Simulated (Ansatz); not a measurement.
Rocksalt CdSe: a band-structure calculation in Ansatz (PBE). The cell was relaxed beforehand with r2SCAN.

```yaml
crystal:
  lattice:
    - [0.0, 2.842945788, 2.842945788]
    - [2.842945788, 0.0, 2.842945788]
    - [2.842945788, 2.842945788, 0.0]
  atoms:
    - { symbol: Cd, position: [0.0, 0.0, 0.0] }
    - { symbol: Se, position: [0.5, 0.5, 0.5] }
kpoints:
  mp_grid: { grid: [8, 8, 8] }
  band_path:
    path:
      - [[0.0, 0.0, 0.0], [0.5, 1.022174524161e-35, 0.5], [0.625, 0.25, 0.625]]
      - [[0.375, 0.375, 0.75], [0.0, 0.0, 0.0], [0.5, 0.5, 0.5], [0.5, 0.25, 0.75], [0.5, 1.022174524161e-35, 0.5]]
    npoints: 10
hamiltonian:
  xc: pbe
scf:
  occupations: { method: fermi_dirac, width: 0.02 }
  n_extra_bands: 4
output:
  forces: true
  stress: true
  eigenvalues: true
```

Some lines of the output have been replaced by numbered gaps.
```
[1]
Functional definition: PBE
Crystal: 2 atoms, lattice volume = 45.955 Å³
[2]
Symmetry: 48 space group operations
Space group: Fm-3m (ITA 225)
k-points: 29 of 512
SCF 1 converged in 6 iterations: F = -13724.495958 eV  dr2 = 1.25e-9
Free energy (F): -13724.495958 eV
Internal energy: -13724.495188 eV  (E = F + TS)
E sigma→0 (E₀):  -13724.495573 eV
Entropy (-TS):   -0.000770 eV (-0.385 meV/atom)
Fermi energy:    10.589173 eV
--- Stress (GPa, compression-positive) ---
[3]
```

Q: Give the withheld lines. They hold the stress, cutoff and plane waves at Γ, the band count.

A:
```
[1]
scf.n_extra_bands = 4 over 18 filled bands (N_el = 36.0): the run solves 22 bands
[2]
Basis set: ecut = 420 eV, 893 PW (Γ)
[3]
        1.732878       0.000000       0.000000
        0.000000       1.732878       0.000000
        0.000000       0.000000       1.732878
  P = ⅓ Tr σ = 1.7329 GPa (17.329 kbar)
```

PBE gives no gap: the lowest nominally empty band dips 0.44 eV below the top of the last filled one (its bottom at X, the top at K–Γ (0.50 of the way from K)), so the cell is a metal or semimetal at this level. The mean pressure is +1.73 GPa (compression positive), so PBE would enlarge the cell's volume.

Run as `ansatz run input.yaml --threads 2 --pin off --max-ram 2211MiB --backend cpu --events-out ev --progress --plain --runs-dir out`. It took 1.6 s on 2 threads of Arm Neoverse V1, on a shared host, load about 0.3 per core; peak host memory 0.31 GiB.

(Calculated; spin-unpolarised; the phase may be known or hypothetical.)

Spin-orbit coupling is left out.
